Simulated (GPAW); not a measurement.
Crystal: Pt.

```xyz
1
Lattice="-1.5822 1.5850 1.5847 1.6029 -1.5798 1.6002 1.5675 1.5651 -1.5795" Properties=species:S:1:pos:R:3 pbc="T T T"
Pt    0.0000    0.0000    0.0000
```

This isn't the form of Pt at room conditions, which is fcc.

The cell isn't the ideal one: cell sheared at random, sigma 0.01, atoms nudged by 0.01 Å.

- Program: GPAW 26.7.0
- Task: relaxation of cell and atoms
- Functional: PBE
- Dispersion: D4
- Potentials or basis: GPAW PAW data sets (gpaw-data 1.2.1)
- Cutoff: 600 eV
- Basis: pw
- k mesh: 7 × 7 × 7
- Occupations: fermi-dirac, width 0.05 eV
- Spin: no spin polarisation

At the start: pressure -9.3 GPa; volume 15.90 Å³/atom.

Task: Where does the relaxation end?

Result: Over 4 steps the energy falls by 20.5 meV/atom and the volume is 15.29 Å³/atom (-3.8 %); space group Im-3m (No. 229, to 0.05 Å).

The path:
```csv
step,energy change (eV),largest force (eV/Å),pressure (GPa),volume (Å³)
1,0.0000,0.0000,-9.34,15.90
2,-0.0197,0.0000,0.17,15.28
3,-0.0202,0.0000,0.15,15.28
4,-0.0205,0.0000,0.01,15.29
```

Final structure:
```
Pt
1.0
    -1.56486    1.55442    1.57216
     1.56464   -1.55442    1.57199
     1.56436    1.55401   -1.57211
Pt
1
Direct
  0.00000 0.00000 0.00000
```

Caveat: the k mesh is coarse (spacing up to 0.40 Å⁻¹), so the values aren't converged; later steps reuse the first step's grids; pairwise dispersion overbinds metals, which lowers pressure and volume.
